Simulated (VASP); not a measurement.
# AlP (F-43m) in VASP: band structure with PBEsol

Aim: the band structure of AlP with PBEsol.

Program: VASP 6.6.1. These are calculated values, not measurements. Logs are shortened: lines on timing, memory, paths and dates and some standing lists are left out, and cuts for length are marked.

**Experimental background.**

From a printed reference work, data compilation, for a bulk crystal of AlP at 4.2 K: band gap 2.505 eV (indirect).

The results are compared with them further down.

## (1) The crystal as given

The structure is cubic, space group F-43m (No. 216). Conventional cell: a = 5.471 Å, b = 5.471 Å, c = 5.471 Å, α = 90.00°, β = 90.00°, γ = 90.00°. Al (site symmetry -43m) is surrounded by 4 P at 2.37 Å. Around P (site symmetry -43m) lie 4 Al at 2.37 Å.

## (2) Band structure, PBEsol

The input, INCAR:

```
SYSTEM = AlP
ALGO     = Normal         ! electronic algorithm
EDIFF    = 1E-7           ! SCF threshold, eV
ENCUT    = 520            ! plane-wave cutoff, eV
GGA      = PS             ! functional
ICORELEVEL= 1            
ISIF     = 2              ! what is computed and relaxed
ISMEAR   = 0              ! smearing method
LASPH    = .TRUE.         ! aspherical terms in the spheres
LCHARG   = .FALSE.        ! write CHGCAR
LREAL    = .FALSE.        ! projectors in reciprocal space
LWAVE    = .FALSE.        ! write WAVECAR
NBANDS   = 11             ! bands
NELM     = 80             ! most SCF steps
PREC     = Accurate       ! precision mode
SIGMA    = 0.03           ! smearing width, eV
```

The input, KPOINTS:

```
k-points
0
G
  8 8 8
  0 0 0
```

The input, POSCAR:

```
AlP                                     
1.0
    0.0000000000      2.7357031041      2.7357031041
    2.7357031041      0.0000000000      2.7357031041
    2.7357031041      2.7357031041      0.0000000000
  Al              P             
     1     1
Direct
     0.0000000000000000    0.0000000000000000    0.0000000000000000
     0.2500000000000000    0.2500000000000000    0.2500000000000000
```

The input, KPOINTS_OPT:

```
explicit points
109
Reciprocal
 0.0000000000  0.0000000000  0.0000000000 1
 0.0555555556  0.0000000000  0.0555555556 1
 0.1111111111  0.0000000000  0.1111111111 1
 0.1666666667  0.0000000000  0.1666666667 1
 0.2222222222  0.0000000000  0.2222222222 1
 0.2777777778  0.0000000000  0.2777777778 1
 0.3333333333  0.0000000000  0.3333333333 1
 0.3888888889  0.0000000000  0.3888888889 1
 0.4444444444  0.0000000000  0.4444444444 1
 0.5000000000  0.0000000000  0.5000000000 1
 0.5000000000  0.0000000000  0.5000000000 1
 0.5000000000  0.0277777778  0.5277777778 1
 0.5000000000  0.0555555556  0.5555555556 1
 0.5000000000  0.0833333333  0.5833333333 1
 0.5000000000  0.1111111111  0.6111111111 1
 0.5000000000  0.1388888889  0.6388888889 1
 0.5000000000  0.1666666667  0.6666666667 1
 0.5000000000  0.1944444444  0.6944444444 1
 0.5000000000  0.2222222222  0.7222222222 1
 0.5000000000  0.2500000000  0.7500000000 1
 0.5000000000  0.2500000000  0.7500000000 1
 0.4861111111  0.2638888889  0.7500000000 1
 0.4722222222  0.2777777778  0.7500000000 1
 0.4583333333  0.2916666667  0.7500000000 1
 0.4444444444  0.3055555556  0.7500000000 1
 0.4305555556  0.3194444444  0.7500000000 1
 0.4166666667  0.3333333333  0.7500000000 1
 0.4027777778  0.3472222222  0.7500000000 1
 0.3888888889  0.3611111111  0.7500000000 1
 0.3750000000  0.3750000000  0.7500000000 1
 0.3750000000  0.3750000000  0.7500000000 1
 0.3333333333  0.3333333333  0.6666666667 1
 0.2916666667  0.2916666667  0.5833333333 1
 0.2500000000  0.2500000000  0.5000000000 1
 0.2083333333  0.2083333333  0.4166666667 1
 0.1666666667  0.1666666667  0.3333333333 1
 0.1250000000  0.1250000000  0.2500000000 1
 0.0833333333  0.0833333333  0.1666666667 1
 0.0416666667  0.0416666667  0.0833333333 1
 0.0000000000  0.0000000000  0.0000000000 1
 0.0000000000  0.0000000000  0.0000000000 1
 0.0555555556  0.0555555556  0.0555555556 1
 0.1111111111  0.1111111111  0.1111111111 1
 0.1666666667  0.1666666667  0.1666666667 1
 0.2222222222  0.2222222222  0.2222222222 1
 0.2777777778  0.2777777778  0.2777777778 1
 0.3333333333  0.3333333333  0.3333333333 1
 0.3888888889  0.3888888889  0.3888888889 1
 0.4444444444  0.4444444444  0.4444444444 1
 0.5000000000  0.5000000000  0.5000000000 1
 0.5000000000  0.5000000000  0.5000000000 1
 0.5138888889  0.4722222222  0.5138888889 1
 0.5277777778  0.4444444444  0.5277777778 1
 0.5416666667  0.4166666667  0.5416666667 1
 0.5555555556  0.3888888889  0.5555555556 1
 0.5694444444  0.3611111111  0.5694444444 1
 0.5833333333  0.3333333333  0.5833333333 1
 0.5972222222  0.3055555556  0.5972222222 1
 0.6111111111  0.2777777778  0.6111111111 1
 0.6250000000  0.2500000000  0.6250000000 1
 0.6250000000  0.2500000000  0.6250000000 1
 0.6111111111  0.2500000000  0.6388888889 1
 0.5972222222  0.2500000000  0.6527777778 1
 0.5833333333  0.2500000000  0.6666666667 1
 0.5694444444  0.2500000000  0.6805555556 1
 0.5555555556  0.2500000000  0.6944444444 1
 0.5416666667  0.2500000000  0.7083333333 1
 0.5277777778  0.2500000000  0.7222222222 1
 0.5138888889  0.2500000000  0.7361111111 1
 0.5000000000  0.2500000000  0.7500000000 1
 0.5000000000  0.2500000000  0.7500000000 1
 0.5000000000  0.2777777778  0.7222222222 1
 0.5000000000  0.3055555556  0.6944444444 1
 0.5000000000  0.3333333333  0.6666666667 1
 0.5000000000  0.3611111111  0.6388888889 1
 0.5000000000  0.3888888889  0.6111111111 1
 0.5000000000  0.4166666667  0.5833333333 1
 0.5000000000  0.4444444444  0.5555555556 1
 0.5000000000  0.4722222222  0.5277777778 1
 0.5000000000  0.5000000000  0.5000000000 1
 0.5000000000  0.5000000000  0.5000000000 1
 0.4861111111  0.4861111111  0.5277777778 1
 0.4722222222  0.4722222222  0.5555555556 1
 0.4583333333  0.4583333333  0.5833333333 1
 0.4444444444  0.4444444444  0.6111111111 1
 0.4305555556  0.4305555556  0.6388888889 1
 0.4166666667  0.4166666667  0.6666666667 1
 0.4027777778  0.4027777778  0.6944444444 1
 0.3888888889  0.3888888889  0.7222222222 1
 0.3750000000  0.3750000000  0.7500000000 1
 0.6250000000  0.2500000000  0.6250000000 1
 0.6111111111  0.2222222222  0.6111111111 1
 0.5972222222  0.1944444444  0.5972222222 1
 0.5833333333  0.1666666667  0.5833333333 1
 0.5694444444  0.1388888889  0.5694444444 1
 0.5555555556  0.1111111111  0.5555555556 1
 0.5416666667  0.0833333333  0.5416666667 1
 0.5277777778  0.0555555556  0.5277777778 1
 0.5138888889  0.0277777778  0.5138888889 1
 0.5000000000  0.0000000000  0.5000000000 1
 0.0000000000  0.0000000000  0.0000000000 1
 0.3750000000  0.3750000000  0.7500000000 1
 0.5000000000  0.5000000000  0.5000000000 1
 0.6250000000  0.2500000000  0.6250000000 1
 0.5000000000  0.2500000000  0.7500000000 1
 0.5000000000  0.0000000000  0.5000000000 1
 0.4000000000  0.0000000000  0.4000000000 1
 0.4250000000  0.0000000000  0.4250000000 1
 0.4500000000  0.0000000000  0.4500000000 1
```

Potentials or basis: VASP PAW PBE potentials, release 64 (Al, P).

Command:

```sh
> cat potpaw_PBE.64/Al/POTCAR potpaw_PBE.64/P/POTCAR > POTCAR
> mpirun -np 1 vasp_std > vasp.out
```

OUTCAR:

```text
SYSTEM = AlP
   EDIFF = 1E-7
   ENCUT = 520
   GGA = PS
   ISIF = 2
   ISMEAR = 0
   LASPH = .TRUE.
   LREAL = .FALSE.
   NELM = 80
   PREC = Accurate

 ion  position               nearest neighbor table
   1  0.000  0.000  0.000-   2 2.37   2 2.37   2 2.37   2 2.37
   2  0.250  0.250  0.250-   1 2.37   1 2.37   1 2.37   1 2.37

  LATTYP: Found a face centered cubic cell.
 ALAT       =     5.4714062082

  Lattice vectors:

 A1 = (   0.0000000000,   2.7357031041,   2.7357031041)
 A2 = (   2.7357031041,   0.0000000000,   2.7357031041)
 A3 = (   2.7357031041,   2.7357031041,   0.0000000000)

Analysis of symmetry for initial positions (statically):
=====================================================================
 Subroutine PRICEL returns:
 Original cell was already a primitive cell.

 Routine SETGRP: Setting up the symmetry group for a
 face centered cubic supercell.

 Subroutine GETGRP returns: Found 24 space group operations
 (whereof 24 operations were pure point group operations)
 out of a pool of 48 trial point group operations.

The static configuration has the point symmetry T_d .

Analysis of symmetry for dynamics (positions and initial velocities):
=====================================================================
 Subroutine PRICEL returns:
 Original cell was already a primitive cell.

 Routine SETGRP: Setting up the symmetry group for a
 face centered cubic supercell.

 Subroutine GETGRP returns: Found 24 space group operations
 (whereof 24 operations were pure point group operations)
 out of a pool of 48 trial point group operations.

The dynamic configuration has the point symmetry T_d .

 Subroutine INISYM returns: Found 24 space group operations
 (whereof 24 operations are pure point group operations),
 and found     1 'primitive' translations

----------------------------------------------------------------------------------------

                                     Primitive cell

  volume of cell :      40.9484

  direct lattice vectors                    reciprocal lattice vectors
     0.000000000  2.735703104  2.735703104    -0.182768371  0.182768371  0.182768371
     2.735703104  0.000000000  2.735703104     0.182768371 -0.182768371  0.182768371
     2.735703104  2.735703104  0.000000000     0.182768371  0.182768371 -0.182768371

  length of vectors
     3.868868432  3.868868432  3.868868432     0.316564105  0.316564105  0.316564105

  position of ions in fractional coordinates (direct lattice)
     0.000000000  0.000000000  0.000000000
     0.250000000  0.250000000  0.250000000

  ion indices of the primitive-cell ions
   primitive index   ion index
                 1           1
                 2           2

----------------------------------------------------------------------------------------

 KPOINTS: k-points

Automatic generation of k-mesh.
 Grid dimensions read from file:
 generate k-points for:    8    8    8

 Generating k-lattice:

  Cartesian coordinates                     Fractional coordinates (reciprocal lattice)
    -0.022846046  0.022846046  0.022846046     0.125000000  0.000000000  0.000000000
     0.022846046 -0.022846046  0.022846046     0.000000000  0.125000000  0.000000000
[... 47 lines left out ...]
   NGXF,Y,Z  is equivalent  to a cutoff of  25.78, 25.78, 25.78 a.u.
 SYSTEM =  AlP
   PREC   = accura    normal or accurate (medium, high low for compatibility)
   ISTART =      0    job   : 0-new  1-cont  2-samecut
   ICHARG =      2    charge: 1-file 2-atom 10-const
   ISPIN  =      1    spin polarized calculation?
   LNONCOLLINEAR =      F non collinear calculations
   LSORBIT =      F    spin-orbit coupling
   LASPH  =      T    aspherical Exc in radial PAW
   ENCUT  =  520.0 eV  38.22 Ry    6.18 a.u.   7.19  7.19  7.19*2*pi/ulx,y,z
   NELM   =     80;   NELMIN=  2; NELMDL= -5     # of ELM steps
   EDIFF  = 0.1E-06   stopping-criterion for ELM
   LREAL  =      F    real-space projection
   EDIFFG = 0.1E-05   stopping-criterion for IOM
   NSW    =      0    number of steps for IOM
   IBRION =     -1    ionic relax: 0-MD 1-quasi-New 2-CG
   NFREE  =      0    steps in history (QN), initial steepest desc. (CG)
   ISIF   =      2    stress and relaxation
   ISYM   =      2    0-nonsym 1-usesym 2-fastsym
   POTIM  = 0.5000    time-step for ionic-motion
   TEBEG  =    0.0;   TEEND  =   0.0 temperature during run
   PSTRESS=    0.0 pullay stress
   NELECT =       8.0000    total number of electrons
   NUPDOWN=      -1.0000    fix difference up-down
   EMIN   =  10.00;   EMAX   =-10.00  energy-range for DOS
   EFERMI =   0.00;   METHOD = LEGACY
   ISMEAR =     0;   SIGMA  =   0.03  broadening in eV -4-tet -1-fermi 0-gaus
   EFERMI_NEDOS =   21; number of points for ismear=-14 and -15
   IALGO  =     38    algorithm
   IMIX   =      4    mixing-type and parameters
     AMIX     =   0.40;   BMIX     =  1.00
     AMIX_MAG =   1.60;   BMIX_MAG =  1.00
  volume/ion in A,a.u.               =      20.47       138.17
  Fermi-wavevector in a.u.,A,eV,Ry     =   0.949932  1.795111 12.277501  0.902371
  Thomas-Fermi vector in A             =   2.078261
   LORBIT       =      0    0 simple, 1 ext, 2 COOP (PROOUT), +10 PAW based schemes
   GGA     = PS    functional components
   LHFCALC =     F    Hartree Fock is set to
   AEXX    =    0.0000 exact exchange contribution
   IVDW    =     0    specifies the selected vdW correction
   LEPSILON=     F    determine dielectric tensor
   LRPA    =     F    only Hartree local field effects (RPA)
 non-spin polarized calculation
 Gauss-broadening in eV      SIGMA  =   0.03
  energy-cutoff  :      520.00
  volume of cell :       40.95
 maximum number of plane-waves:      1124
 NGX is ok and might be reduce to    30
   NGX = 15   NGY = 15   NGZ = 15

 number of electron       7.9999999 magnetization

 Free energy of the ion-electron system (eV)
  ---------------------------------------------------
  ext. energy  EPLUGINS =         0.00000000
  ---------------------------------------------------
  free energy    TOTEN  =       -10.99524551 eV

  energy without entropy =      -10.99524551  energy(sigma->0) =      -10.99524551

 the core state eigenenergies are
   1-  1s  -1500.6672  2s    -97.9514  2p    -59.4069
   2-  1s  -2071.9846  2s   -162.3528  2p   -112.8087

 E-fermi :   4.6658     XC(G=0):  -9.3409

 val. band max:        4.4781129141   @ k =   0.0000   0.0000   0.0000
 cond. band min:       5.9287174613   @ k =   0.5000   0.5000   0.0000
 fundamental gap:      1.4506045472
 Fermi energy:         4.6657582028

 k-point     1 :       0.0000    0.0000    0.0000
  band No.  band energies     occupation
      1      -7.0135      2.00000
      2       4.4781      2.00000
      3       4.4781      2.00000
      4       4.4781      2.00000
      5       7.6289      0.00000
      6       8.9816      0.00000
      7       8.9816      0.00000
      8       8.9816      0.00000
      9      13.2733      0.00000
     10      13.2733      0.00000
     11      14.5300      0.00000
[... 309 lines left out ...]
 k-point    24 :      -0.3750    0.2500    0.1250
  band No.  band energies     occupation
      1      -5.0174      2.00000
      2      -0.7103      2.00000
      3       1.8623      2.00000
      4       2.9834      2.00000
      5       8.3363      0.00000
      6       8.9123      0.00000
      7      11.2959      0.00000
      8      12.0872      0.00000
      9      13.3774      0.00000
     10      15.8138      0.00000
     11      17.1255      0.00000

 [... further k-points ...]
[... 5 lines left out ...]
  --------------------------------------------------------------------------------------
  -------------------------------------------------------------------------------------
  Total       -0.0023048     -0.0023048     -0.0023048      0.0000000      0.0000000      0.0000000
  in kB       -0.0901811     -0.0901811     -0.0901811      0.0000000      0.0000000      0.0000000
  external PRESSURE =      -0.0901811 kB  Pullay stress =       0.0000000 kB

 VOLUME and BASIS-vectors are now :
 -----------------------------------------------------------------------------
  energy-cutoff  :      520.00
  volume of cell :       40.95
      direct lattice vectors                 reciprocal lattice vectors
     0.000000000  2.735703104  2.735703104    -0.182768371  0.182768371  0.182768371
     2.735703104  0.000000000  2.735703104     0.182768371 -0.182768371  0.182768371
     2.735703104  2.735703104  0.000000000     0.182768371  0.182768371 -0.182768371

 POSITION                                       TOTAL-FORCE (eV/Angst)
 -----------------------------------------------------------------------------------
      0.00000      0.00000      0.00000        -0.000000      0.000000      0.000000
      1.36785      1.36785      1.36785         0.000000     -0.000000     -0.000000
 -----------------------------------------------------------------------------------
    total drift:                               -0.000000     -0.000000     -0.000000

  FREE ENERGIE OF THE ION-ELECTRON SYSTEM (eV)
  ---------------------------------------------------
  free  energy   TOTEN  =       -10.9952455134 eV

  energy  without entropy=      -10.9952455134  energy(sigma->0) =      -10.99524551
```

It took 31 s on 1 thread of Intel Xeon Platinum 8559C (Emerald Rapids), shared host; peak memory 0.17 GiB.

Results:

```yaml
Free_energy: -10.9952 eV
Pressure: 0.0 GPa
Band_gap_on_the_k_mesh: 1.45 eV, indirect (least direct gap 3.15 eV)
Band_gap_along_the_path: 1.45 eV, indirect (least direct gap 3.15 eV)
```

Levels at the corners of the path, in eV from the valence-band top:
| point | band 1 | band 2 | band 3 | band 4 | band 5 | band 6 | band 7 | band 8 |
| --- | --- | --- | --- | --- | --- | --- | --- | --- |
| Γ | -11.49 | 0.00 | 0.00 | 0.00 | 3.15 | 4.50 | 4.50 | 4.50 |
| X | -9.15 | -5.32 | -2.11 | -2.11 | 1.45 | 2.37 | 10.94 | 10.94 |
| X | -9.15 | -5.32 | -2.11 | -2.11 | 1.45 | 2.37 | 10.94 | 10.94 |
| W | -9.10 | -4.92 | -3.20 | -2.84 | 4.22 | 5.88 | 6.04 | 6.28 |
| W | -9.10 | -4.92 | -3.20 | -2.84 | 4.22 | 5.88 | 6.04 | 6.28 |
| K | -9.18 | -5.03 | -3.45 | -1.74 | 2.32 | 5.02 | 8.38 | 8.65 |
| K | -9.18 | -5.03 | -3.45 | -1.74 | 2.32 | 5.02 | 8.38 | 8.65 |
| Γ | -11.49 | 0.00 | 0.00 | 0.00 | 3.15 | 4.50 | 4.50 | 4.50 |
| Γ | -11.49 | 0.00 | 0.00 | 0.00 | 3.15 | 4.50 | 4.50 | 4.50 |
| L | -9.81 | -5.55 | -0.76 | -0.76 | 2.71 | 4.75 | 4.75 | 8.06 |
| L | -9.81 | -5.55 | -0.76 | -0.76 | 2.71 | 4.75 | 4.75 | 8.06 |
| U | -9.18 | -5.03 | -3.45 | -1.74 | 2.32 | 5.02 | 8.38 | 8.65 |
| U | -9.18 | -5.03 | -3.45 | -1.74 | 2.32 | 5.02 | 8.38 | 8.65 |
| W | -9.10 | -4.92 | -3.20 | -2.84 | 4.22 | 5.88 | 6.04 | 6.28 |
| W | -9.10 | -4.92 | -3.20 | -2.84 | 4.22 | 5.88 | 6.04 | 6.28 |
| L | -9.81 | -5.55 | -0.76 | -0.76 | 2.71 | 4.75 | 4.75 | 8.06 |
| L | -9.81 | -5.55 | -0.76 | -0.76 | 2.71 | 4.75 | 4.75 | 8.06 |
| K | -9.18 | -5.03 | -3.45 | -1.74 | 2.32 | 5.02 | 8.38 | 8.65 |
| U | -9.18 | -5.03 | -3.45 | -1.74 | 2.32 | 5.02 | 8.38 | 8.65 |
| X | -9.15 | -5.32 | -2.11 | -2.11 | 1.45 | 2.37 | 10.94 | 10.94 |

Core levels (eV, on the scale of the bands):
| atom | levels |
| --- | --- |
| 1 Al | 1s -1500.7, 2s -98.0, 2p -59.4 |
| 2 P | 1s -2072.0, 2s -162.4, 2p -112.8 |

Caveat: the PAW data sets were made with another functional, which shifts forces and pressure a little.

## (3) Comparison with measurements

Step 2. Against the measured gap of AlP, 2.505 eV (indirect; 4.2 K; a printed reference work, data compilation), the calculated 1.45 eV is off by -1.05 eV. The value is that of PBEsol, without temperature or zero-point motion. Semilocal functionals fall short of measured gaps as a rule.
